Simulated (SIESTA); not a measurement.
Worked example: self-consistent single point of NaBr (Fm-3m, 2 atoms in the cell) in SIESTA

Method: GGA PBE, numerical atomic orbitals DZP, PseudoDojo PBE standard norm-conserving potentials (rewritten from UPF to PSML) (SIESTA).

The input file:

```
# files in the folder: Na.psml Br.psml (PseudoDojo PBE standard)
SystemName  NaBr
SystemLabel siesta

NumberOfAtoms                2
NumberOfSpecies              2
%block ChemicalSpeciesLabel
  1 11 Na
  2 35 Br
%endblock ChemicalSpeciesLabel
LatticeConstant              4.200320 Ang
%block LatticeVectors
     0.000000000    0.707106839    0.707106839
     0.707106839    0.000000000    0.707106839
     0.707106839    0.707106839    0.000000000
%endblock LatticeVectors
AtomicCoordinatesFormat      Fractional
%block AtomicCoordinatesAndAtomicSpecies
     0.000000000    0.000000000    0.000000000  1
     0.500000000    0.500000000    0.500000000  2
%endblock AtomicCoordinatesAndAtomicSpecies

XC.functional                GGA
XC.authors                   PBE
PAO.BasisSize                DZP
PAO.EnergyShift              0.01 Ry
MeshCutoff                   300 Ry
%block kgrid.MonkhorstPack
    7   0   0  0.0
    0   7   0  0.0
    0   0   7  0.0
%endblock kgrid.MonkhorstPack
OccupationFunction           FD
ElectronicTemperature        232.09 K

MaxSCFIterations             150
SCF.Mixer.Method             Broyden
SCF.Mixer.Weight             0.2
SCF.Mixer.History            8
SCF.DM.Tolerance             1.0E-05
Diag.ParallelOverK           true
WriteForces                  true
```

Log, with long lists cut:

```
reinit: Reading from file input.fdf

reinit: System Name: NaBr
reinit: System Label: siesta

coor:   Atomic-coordinates input format  =     Fractional

siesta: Atomic coordinates (Bohr) and species
siesta:      0.00000   0.00000   0.00000  1        1
siesta:      5.61263   5.61263   5.61263  2        2

siesta: System type = bulk

initatomlists: Number of atoms, orbitals, and projectors:      2    22    26

siesta: ******************** Simulation parameters ****************************
redata: Spin configuration                          = none
redata: Time-Reversal Symmetry                      = T
redata: Number of Atomic Species                    =        2
redata: Mesh Cutoff                                 =   300.0000 Ry
redata: Net charge of the system                    =     0.0000 |e|
redata: Min. number of SCF Iter                     =        0
redata: Max. number of SCF Iter                     =      150
redata: SCF convergence failure will abort job
redata: SCF mix quantity                            = Hamiltonian
redata: Mix DM or H after convergence               =   F
redata: Recompute H after scf cycle                 =   F
redata: Mix DM in first SCF step                    =   T
redata: No kicks to SCF
redata: DM Mixing Weight for Kicks                  =     0.5000
redata: Require Harris convergence for SCF          =   F
redata: Harris energy tolerance for SCF             =     0.000100 eV
redata: Require DM convergence for SCF              =   T
redata: DM tolerance for SCF                        =     0.000010
redata: Require EDM convergence for SCF             =   F
redata: EDM tolerance for SCF                       =     0.001000 eV
redata: Require H convergence for SCF               =   T
redata: Hamiltonian tolerance for SCF               =     0.001000 eV
redata: Require (free) Energy convergence for SCF   =   F
redata: (free) Energy tolerance for SCF             =     0.000100 eV
redata: Using DFT-D3 dispersion                     =   F
redata: Using Saved Data (generic)                  =   F
redata: Method of Calculation                       = Diagonalization
redata: Electronic Temperature                      =   232.0900 K
redata: Number of TDED substeps                     =        3
redata: Dynamics option                             = Single-point calculation
redata: Save all siesta data in one NC              =   F
redata: ***********************************************************************

%block SCF.Mixers
  Broyden
%endblock SCF.Mixers

%block SCF.Mixer.Broyden
  # Mixing method
  method broyden

  # Mixing options
  weight 0.2000
  weight.linear 0.2000
  weight.prime 0.2000
  history 8
%endblock SCF.Mixer.Broyden

DM_history_depth set to one: no extrapolation allowed by default for geometry relaxation
Size of DM history Fstack: 1
Total number of electrons:    16.000000
Total ionic charge:    16.000000

* ProcessorY, Blocksize:    1  23

* Orbital distribution balance (max,min):    22    22

 Kpoints in:          196 . Kpoints trimmed:          172

siesta: k-grid: Number of k-points = 172
siesta: k-points from Monkhorst-Pack grid
siesta: k-cutoff (effective) =    14.701 Ang
siesta: k-point supercell and displacements
siesta: k-grid:     7     0     0      0.000
siesta: k-grid:     0     7     0      0.000
siesta: k-grid:     0     0     7      0.000

diag: Algorithm                                     = D&C
diag: Parallel over k                               =   F
diag: Use parallel 2D distribution                  =   F
diag: Parallel block-size                           = 23
diag: Parallel distribution                         =     1 x     1
diag: Used triangular part                          = Lower
diag: Absolute tolerance                            =  0.100E-15
diag: Orthogonalization factor                      =  0.100E-05
diag: Memory factor                                 =  1.0000

superc: Internal auxiliary supercell:     7 x     7 x     7  =     343
superc: Number of atoms, orbitals, and projectors:    686   7546   8918

                        Single-point calculation

superc: Internal auxiliary supercell:     7 x     7 x     7  =     343
superc: Number of atoms, orbitals, and projectors:    686   7546   8918

outcell: Unit cell vectors (Ang):
        0.000000    2.970075    2.970075
        2.970075    0.000000    2.970075
        2.970075    2.970075    0.000000

outcell: Cell vector modules (Ang)   :    4.200320    4.200320    4.200320
outcell: Cell angles (23,13,12) (deg):     60.0000     60.0000     60.0000
outcell: Cell volume (Ang**3)        :     52.4001
new_DM -- step:     1
Initializing Density Matrix...

Attempting to read DM from file... Failed...
DM filled with atomic data:

InitMesh: MESH = 36 x 36 x 36 = 46656
InitMesh: Mesh cutoff (required, used) =   300.000   304.532 Ry

stepf: Fermi-Dirac step function

        iscf     Eharris(eV)        E_KS(eV)     FreeEng(eV)     dDmax    Ef(eV) dHmax(eV)
   scf:    1    -1676.776953    -1674.252231    -1674.252231  0.535014 -4.511321  2.841425
   scf:    2    -1674.285331    -1674.269104    -1674.269104  0.018257 -4.844932  2.134701
   scf:    3    -1674.303440    -1674.288372    -1674.288372  0.049996 -5.815295  0.128987
   scf:    4    -1674.288958    -1674.288680    -1674.288680  0.005238 -5.871084  0.058441
   scf:    5    -1674.288906    -1674.288818    -1674.288818  0.005174 -5.899768  0.005404
   scf:    6    -1674.288821    -1674.288820    -1674.288820  0.000356 -5.898487  0.004233
   [... 9 lines left out ...]
   scf:   16    -1674.288822    -1674.288822    -1674.288822  0.000024 -5.898701  0.000226
   scf:   17    -1674.288822    -1674.288822    -1674.288822  0.000018 -5.898713  0.000182
   scf:   18    -1674.288822    -1674.288822    -1674.288822  0.000014 -5.898723  0.000147
   scf:   19    -1674.288822    -1674.288822    -1674.288822  0.000011 -5.898731  0.000119
   scf:   20    -1674.288822    -1674.288822    -1674.288822  0.000009 -5.898737  0.000097

SCF Convergence by DM+H criterion
max |DM_out - DM_in|         :     0.0000086478
max |H_out - H_in|      (eV) :     0.0000971140
SCF cycle converged after 20 iterations

Using DM_out to compute the final energy and forces

siesta: E_KS(eV) =            -1674.2888

siesta: E_KS - E_eggbox =     -1674.2888

siesta: Atomic forces (eV/Ang):
     1    0.000000   -0.000000    0.000000
     2    0.000000   -0.000000   -0.000000
   Tot    0.000000   -0.000000    0.000000
   Max    0.000000
   Res    0.000000    sqrt( Sum f_i^2 / 3N )
   Max    0.000000    constrained

Stress tensor Voigt[x,y,z,yz,xz,xy] (kbar):       -8.54       -8.54       -8.54       -0.36       -0.36       -0.36
(Free)E + p*V (eV/cell)    -1674.0096
Target enthalpy (eV/cell)    -1674.2888

siesta: Program's energy decomposition (eV):
siesta: Ebs     =      -367.347682
siesta: Eions   =      2186.175639
siesta: Ena     =       297.665056
siesta: Ekin    =       877.733898
siesta: Enl     =      -342.380055
siesta: Eso     =         0.000000
siesta: Edftu   =         0.000000
siesta: DEna    =         8.186513
siesta: DUscf   =         0.168432
siesta: DUext   =         0.000000
siesta: Ex      =      -308.208819
siesta: Ec      =       -21.278207
siesta: Exc     =      -329.487027
siesta: Eharris =     -1674.288822
siesta: Etot    =     -1674.288822
siesta: FreeEng =     -1674.288822

siesta: Stress tensor (static) (eV/Ang**3):
siesta:    -0.005328   -0.000224   -0.000224
siesta:    -0.000224   -0.005328   -0.000224
siesta:    -0.000224   -0.000224   -0.005328

siesta: Cell volume =         52.400115 Ang**3

siesta: Pressure (static):
siesta:                Solid            Molecule  Units
siesta:           0.00005803          0.00005803  Ry/Bohr**3
siesta:           0.00532820          0.00532820  eV/Ang**3
siesta:           8.53671759          8.53671759  kBar
```

The run converged in 20 iterations.

The starting cell has typed, rounded lattice constants, without a prior relaxation at this level. Its lattice was rescaled by up to half a per cent. Values carry the incompleteness of an atom-centred basis.
